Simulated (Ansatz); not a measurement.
# How much does Ta in Cu(111), 2x2 scatter?, part 3 of 3

Wanted: the reflection from a plane of defects, Ta in Cu(111), 2x2, and the resistivity it implies.

Ansatz 0.2.0; Ansatz plane-wave DFT, PBE, PAW files; ballistic transport by layer matching (Landauer), zero bias; PAW set soft_1 (the session's first sound run).

So far, resistivity per at.% scaled from this dense plane, with the factor 3/4 for isotropic scattering (µΩ cm): step 3 (resistance at ideal sites) 21.3.

## Step 5: Transmission after relaxation, relaxed yes

The transmission is solved again on the relaxed atoms.

This step: Ansatz plane-wave DFT, PBE, PAW files; ballistic transport by layer matching (Landauer), zero bias; PAW set soft_1 (Ansatz 0.2.0).

input.yaml

```yaml
crystal:
  lattice:
    - [5.1123254594, 0.0, 0.0]
    - [-2.5561627297, 4.4274037203, 0.0]
    - [-1.2780813649, 0.73790062, 22.9580794202]
  atoms:
    - { symbol: Cu, position: [0.0075757576, 0.9924242424, 0.0454545455] }
    - { symbol: Cu, position: [0.0075757576, 0.4924242424, 0.0454545455] }
    - { symbol: Cu, position: [0.5075757576, 0.9924242424, 0.0454545455] }
    - { symbol: Cu, position: [0.5075757576, 0.4924242424, 0.0454545455] }
    - { symbol: Cu, position: [0.1893939394, 0.3106060606, 0.1363636364] }
    - { symbol: Cu, position: [0.1893939394, 0.8106060606, 0.1363636364] }
    - { symbol: Cu, position: [0.6893939394, 0.3106060606, 0.1363636364] }
    - { symbol: Cu, position: [0.6893939394, 0.8106060606, 0.1363636364] }
    - { symbol: Cu, position: [0.3712121212, 0.1287878788, 0.2272727273] }
    - { symbol: Cu, position: [0.3712121212, 0.6287878788, 0.2272727273] }
    - { symbol: Cu, position: [0.8712121212, 0.1287878788, 0.2272727273] }
    - { symbol: Cu, position: [0.8712121212, 0.6287878788, 0.2272727273] }
    - { symbol: Cu, position: [0.0515566767, 0.9461624178, 0.3172896097] }
    - { symbol: Cu, position: [0.0528322327, 0.4471677673, 0.3155434341] }
    - { symbol: Cu, position: [0.5536222112, 0.9463777888, 0.317215011] }
    - { symbol: Cu, position: [0.5538375822, 0.4484433233, 0.3172896097] }
    - { symbol: Cu, position: [0.2326975501, 0.2673024499, 0.4061201909] }
    - { symbol: Cu, position: [0.2328237609, 0.7613453405, 0.406129736] }
    - { symbol: Cu, position: [0.7386546595, 0.2671762391, 0.406129736] }
    - { symbol: Cu, position: [0.7350504162, 0.7649495838, 0.4091218064] }
    - { symbol: Ta, position: [0.4166666667, 0.0833333333, 0.5] }
    - { symbol: Cu, position: [0.4166666667, 0.5833333333, 0.5] }
    - { symbol: Cu, position: [0.9166666667, 0.0833333333, 0.5] }
    - { symbol: Cu, position: [0.9166666667, 0.5833333333, 0.5] }
    - { symbol: Cu, position: [0.0946786739, 0.8994904275, 0.593870264] }
    - { symbol: Cu, position: [0.0982829171, 0.4017170829, 0.5908781936] }
    - { symbol: Cu, position: [0.6006357832, 0.8993642168, 0.5938798091] }
    - { symbol: Cu, position: [0.6005095725, 0.4053213261, 0.593870264] }
    - { symbol: Cu, position: [0.2797111221, 0.2202888779, 0.682784989] }
    - { symbol: Cu, position: [0.2794957512, 0.7182233434, 0.6827103903] }
    - { symbol: Cu, position: [0.7817766566, 0.2205042488, 0.6827103903] }
    - { symbol: Cu, position: [0.7805011006, 0.7194988994, 0.6844565659] }
    - { symbol: Cu, position: [0.4621212121, 0.0378787879, 0.7727272727] }
    - { symbol: Cu, position: [0.4621212121, 0.5378787879, 0.7727272727] }
    - { symbol: Cu, position: [0.9621212121, 0.0378787879, 0.7727272727] }
    - { symbol: Cu, position: [0.9621212121, 0.5378787879, 0.7727272727] }
    - { symbol: Cu, position: [0.1439393939, 0.8560606061, 0.8636363636] }
    - { symbol: Cu, position: [0.1439393939, 0.3560606061, 0.8636363636] }
    - { symbol: Cu, position: [0.6439393939, 0.8560606061, 0.8636363636] }
    - { symbol: Cu, position: [0.6439393939, 0.3560606061, 0.8636363636] }
    - { symbol: Cu, position: [0.3257575758, 0.1742424242, 0.9545454545] }
    - { symbol: Cu, position: [0.3257575758, 0.6742424242, 0.9545454545] }
    - { symbol: Cu, position: [0.8257575758, 0.1742424242, 0.9545454545] }
    - { symbol: Cu, position: [0.8257575758, 0.6742424242, 0.9545454545] }
kpoints:
  mp_grid: { grid: [5, 5, 1] }
hamiltonian:
  xc: pbe
  pseudopotentials: { kind: paw, azcp: { folder: soft_1 } }
scf:
  occupations: { method: fermi_dirac, width: 0.1 }
output:
  transmission:
    leads: [[0, 4]]
    kmesh: [10, 10]
    e_range: [-0.05, 0.05]
    de: 0.05
  write_potential: true
  write_density: true
  volumetric_format: npy
```

Launch:

```sh
> ansatz run input.yaml --threads 4 --pin off --max-ram 15360MiB --backend cpu --events-out ev --progress --plain --runs-dir out
```

Numbers of over 12 decimals in the logs are rounded to 6 here.

The program printed:

```text
[...]
Crystal: 44 atoms, lattice volume = 519.641 Å³
Basis set: ecut = 420 eV, 10219 PW (Γ)
Bands: 498, of which v1, the nominal top of the filled ones, is band 415 counted from 1 (414 counted from 0)
Symmetry: 4 space group operations
[...]
k-points: 9 of 25
[...]
SCF iter   1: F=—  HF=-294878.733224 eV  |F-HF|=—  |Δ(HF+E_count)|=         —  Δρ=3.36e-1  dr2=1.87e3  ethr=3.10e-3  ⟨swp⟩=4.3  Hψ=13222  notcnv=0  defer=34
[...]
SCF iter  17: F=-294814.583986 eV  HF=-294814.583987 eV  |F-HF|=1.09e-7  |Δ(HF+E_count)|=   2.41e-8  Δρ=3.11e-6  dr2=9.18e-8  ethr=1.20e-11  ⟨swp⟩=6.7  Hψ=17993  notcnv=0
SCF 1 converged in 17 iterations: F = -294814.583986 eV  dr2 = 9.18e-8
[...]
transmission: 112 of 1085 steps passed
transmission: 220 of 1085 steps passed
[...]
transmission: 1085 of 1085 steps passed
SCF converged after 17 iterations
Free energy (F): -294814.583986 eV
[...]
Internal energy: -294813.996573 eV  (E = F + TS)
E sigma→0 (E₀):  -294814.290280 eV
Entropy (-TS):   -0.587414 eV (-13.350 meV/atom)
Fermi energy:    16.716654 eV
[...]
--- Band table (eV; the first three rows and the last of 9) ---
  k-point 0: bands = [... 411 lower, 16.7517, 16.7748, 16.9483, 17.0988, 17.2517, 17.2942, 17.3225, 17.3730, ... 79 higher]
  k-point 1: bands = [... 411 lower, 16.4073, 16.4534, 16.5428, 16.5757, 16.6586, 16.7500, 16.8686, 16.9611, ... 79 higher]
  k-point 2: bands = [... 411 lower, 16.4461, 16.4933, 16.5287, 16.6190, 16.7075, 16.7993, 16.8940, 16.9407, ... 79 higher]
  k-point 8: bands = [... 411 lower, 16.4343, 16.4821, 16.5081, 16.5983, 16.6200, 16.8594, 16.8708, 16.8822, ... 79 higher]
--- Transmission ---
  basis      : 199 plane waves across, 35 finite elements along
  points     : 31, standing for a mesh of 10 x 10
[...]
channels       : 3.210000e0 a spin
[...]
junction   : crystal 0 to crystal 0, 0.70 to 21.57 Å
    transmission   : 1.241372e0 a spin
[...]
```

Elapsed: 4.3 min, on 4 threads of Arm Neoverse V1, shared host; peak memory 5.1 GiB; 17 min of CPU time.

This step gave:

```
transmission per spin nearest the Fermi level  : 1.241
open channels per spin nearest the Fermi level : 3.21
step of the lead's potential                   : 4.4 meV
```

Per spin. The transmission, zone mean by energy, zero at the Fermi level:

| energy (eV) | transmission, zone mean |
| --- | --- |
| -0.0500 | 1.27 |
| 0.0000 | 1.24 |
| 0.0500 | 1.27 |

Transmission over k1 and k2. At 0.0000 eV from the Fermi level.

Ten even steps from '0' (0.55) to '9' (2.28):
```
0503050323
3062260322
3329892333
0028888200
6569838965
0002888820
3333298923
3223062260
0323050305
6033060330
```
Columns: k1 (b1) from -0.5 to 0.4; rows upwards: k2 (b2) from -0.5 to 0.4.

Over the solved energies the transmission per spin lies between 1.24 and 1.27, out of 3.21 channels of the lead on average (up to 3.21).

## Step 6: Resistance after relaxation

This step: Ansatz plane-wave DFT, PBE, PAW files; ballistic transport by layer matching (Landauer), zero bias; area resistance of the defect plane and resistivity an atomic per cent; PAW set soft_1 (Ansatz 0.2.0).

Numbers from this step:

* area resistance: 1.407 fΩ m²
* T over the leads' mean channel count: 0.3927
* resistivity per at.% scaled from this dense plane, with the factor 3/4 for isotropic scattering: 20.23 µΩ cm

Averaged over the energies near the Fermi level, 39.3 % of the channels pass, which makes 1.41 fΩ m², against 1.48 on ideal sites.

## Step 7: Summary of results

```json
{
 "share of channels that pass, rigid": "0.386",
 "area resistance, rigid": "1.48 fΩ m²",
 "resistivity per at.% from the area resistance, times 3/4, rigid": "21.3 µΩ cm",
 "share of channels that pass, relaxed": "0.393",
 "area resistance, relaxed": "1.41 fΩ m²",
 "resistivity per at.% from the area resistance, times 3/4, relaxed": "20.2 µΩ cm"
}
```

What this shows: The plane of defects adds 1.4 fΩ m². Scaled to one atomic per cent that is 27 µΩ cm as it stands and 20 with the factor 3/4 for isotropic scattering on a spherical Fermi surface; with the reflection in place of the resistance taken as linear in the density it would be 7.9. These are rough estimates of the dilute value, not bounds. One Ta in each 2x2 cell reflects 61 % of the lead's channels. The relaxed cell differs by -4.9 % in resistance; between the two runs the lead's own channel count goes from 3.15 to 3.21, so sampling may have a part in it. The defects form a dense periodic sheet that scatters coherently, unlike a dilute random alloy. T and N are means over the solved energies nearest the Fermi level. Spin-orbit coupling is left out, which matters for Ta. 1 further run is left out: refused by the program, or repeats without effect or without named leads.

[Logs are printed without paths, hosts, clocks, repeated set-up lines and the standing remarks that a program may print on its own settings, such as how far it seeks lower states.]

[Hosts, paths, dates, database ids (printed as entryN), source tags and the programs' standing remarks are cut or masked in the printed files.]
